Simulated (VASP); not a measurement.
# Ti₃Al: molecular dynamics with a thermostat

Ti₃Al, P-6m2 (no. 187), 8 atoms in the cell. PBE, molecular dynamics; PAW potentials Ti, Al (PBE set).

Ensemble: Nose-Hoover chain; Target temperature (K): 1600.

## Input

INCAR:
```
GGA = PE ; PREC = Normal
ENCUT = 240 ; EDIFF = 1E-6
NELMIN = 4 ; NELM = 60
ALGO = Fast ; LREAL = Auto
LASPH = True ; ISMEAR = -1
SIGMA = 0.069 ; ISYM = 0
LWAVE = False ; LCHARG = False
IBRION = 0 ; NSW = 60
POTIM = 2.0 ; TEBEG = 1600
ISIF = 2 ; RANDOM_SEED = 117713 0 0
MDALGO = 4 ; NHC_NCHAINS = 3
NHC_PERIOD = 30 ; KPAR = 2
```

KPOINTS:
```
k-points
0
Gamma
  4 3 2
```

POSCAR:
```
Ti3Al
1.0
    2.9275422229      0.0000000000      0.0000000000
    0.0000000000      5.0706518714      0.0000000000
    0.0000000000      0.0000000000      9.2263620000
Ti Al
6 2
Direct
    0.0000000000      0.3333333334      0.2494060000
    0.4999999999      0.8333333334      0.2494060000
    0.0000000000      0.3333333334      0.7505940000
    0.4999999999      0.8333333334      0.7505940000
    0.5000000000      0.1666666666      0.0000000000
    0.0000000000      0.6666666667      0.0000000000
    0.5000000000      0.1666666666      0.5000000000
    0.0000000000      0.6666666667      0.5000000000
```

Commands:
```
cat potpaw_PBE.64/Ti/POTCAR potpaw_PBE.64/Al/POTCAR > POTCAR
mpirun -np 2 vasp_std > vasp.out
```

## Result

- Mean temperature (K): 1009
- Rise of the mean potential energy above the start (meV/atom): 110.9
- Electronic steps per ionic step after the first: 4.9

Course of the run:

| Time (fs) | Temperature (K) | Potential energy less the first (meV/atom) |
|---|---|---|
| 2 | 1600 | 0.0 |
| 12 | 1403 | 22.4 |
| 20 | 1006 | 68.0 |
| 30 | 533 | 123.9 |
| 38 | 437 | 137.3 |
| 48 | 660 | 118.3 |
| 56 | 911 | 100.1 |
| 66 | 1079 | 99.9 |
| 74 | 1075 | 116.6 |
| 84 | 1019 | 140.7 |
| 92 | 999 | 154.5 |
| 102 | 1079 | 157.5 |
| 110 | 1240 | 148.1 |
| 120 | 1421 | 138.3 |

REPORT:
```
MDALGO =   4
           NHC_NCHAINS =   3
            NHC_PERIOD =    30
            NHC_NRESPA =    1
                NHC_NS =  1
               SCALING =       0
                 CNEXP =     9.000   14.000
           RANDOM_SEED =            117713                0                0

   original number of atomic DOF:         21
   number of independent constraints:      0
   number of active DOF:                  21

========================================
         MD step No.       1
========================================

  Atomic velocities initialized by STEP_tb

  >Nose-Hoover_chains
                       xs       vs(fs^-1)
   nhc_s>   0.10724074E-07   0.21445915E-07
   nhc_s>  -0.13889371E-03  -0.27779707E-03
   nhc_s>  -0.13888889E-03  -0.27773919E-03

  >Energies
                    E_tot             E_pot             E_kin               EPS                ES
   e_b>   -0.53528149E+02   -0.54975982E+02    0.14478325E+01    0.38296835E-04   -0.38269106E-04

  >Temperature
               T_sim     T_inst
   tmprt>   1600.000   1600.124

           RANDOM_SEED =            117713               48                0

[... steps left out ...]

========================================
         MD step No.      60
========================================

  >Nose-Hoover_chains
                       xs       vs(fs^-1)
   nhc_s>  -0.54525467E+00  -0.32389828E-02
   nhc_s>   0.14911189E+01   0.26994698E-01
   nhc_s>  -0.32072155E+00   0.30996616E-01

  >Energies
                    E_tot             E_pot             E_kin               EPS                ES
   e_b>   -0.53526738E+02   -0.53869209E+02    0.12858731E+01    0.47397928E+00   -0.14173808E+01

  >Temperature
               T_sim     T_inst
   tmprt>   1600.000   1421.128

           RANDOM_SEED =            117713               48                0
```

OSZICAR:
```
N       E                     dE             d eps       ncg     rms          rms(c)
DAV:   1     0.599060454419E+02    0.59906E+02   -0.60029E+03   560   0.691E+02
DAV:   2    -0.483354902529E+02   -0.10824E+03   -0.10355E+03   568   0.195E+02
DAV:   3    -0.619296588603E+02   -0.13594E+02   -0.12763E+02   876   0.579E+01
DAV:   4    -0.624935481479E+02   -0.56389E+00   -0.54267E+00   856   0.126E+01
DAV:   5    -0.625065798570E+02   -0.13032E-01   -0.12836E-01   836   0.144E+00    0.270E+01
RMM:   6    -0.556319795737E+02    0.68746E+01   -0.23243E+01   570   0.381E+01    0.620E+00
RMM:   7    -0.551107209913E+02    0.52126E+00   -0.53958E+00   570   0.116E+01    0.273E+00
RMM:   8    -0.551866127900E+02   -0.75892E-01   -0.20646E+00   612   0.799E+00    0.304E+00
RMM:   9    -0.549677473927E+02    0.21887E+00   -0.57697E-01   570   0.579E+00    0.708E-01
RMM:  10    -0.549789150710E+02   -0.11168E-01   -0.24982E-01   654   0.164E+00    0.551E-01
RMM:  11    -0.549788168488E+02    0.98222E-04   -0.44567E-02   661   0.990E-01    0.464E-01
RMM:  12    -0.549755672670E+02    0.32496E-02   -0.15434E-02   608   0.744E-01    0.249E-01
[... left out ...]
     58 T=  1365. E= -.53518040E+02 F= -.53851918E+02 E0= -.53768740E+02  EK= 0.12434E+01 SP= -.14E+01 SK= 0.50E+00
     59 T=  1397. E= -.53518236E+02 F= -.53863995E+02 E0= -.53781412E+02  EK= 0.12723E+01 SP= -.14E+01 SK= 0.49E+00
[... last step whole ...]
       N       E                     dE             d eps       ncg     rms          rms(c)
DAV:   1    -0.538692068187E+02   -0.52117E-02   -0.10437E-02  1100   0.111E+00    0.839E-03
RMM:   2    -0.538692097683E+02   -0.29496E-05   -0.15235E-04   560   0.914E-02    0.130E-02
RMM:   3    -0.538692088295E+02    0.93876E-06   -0.19044E-05   575   0.349E-02    0.478E-03
RMM:   4    -0.538692093963E+02   -0.56677E-06   -0.77315E-06   542   0.145E-02
     60 T=  1421. E= -.53518452E+02 F= -.53869209E+02 E0= -.53787158E+02  EK= 0.12942E+01 SP= -.14E+01 SK= 0.47E+00
```

Limits: 120 fs of 8 atoms are too short for converged averages; the cell is only 2.9 Å across, so each atom moves in step with near copies of itself.

VASP 6.6.1 took 163 s on 2 cores (Intel Xeon Platinum 8488C (Sapphire Rapids)), a shared host.
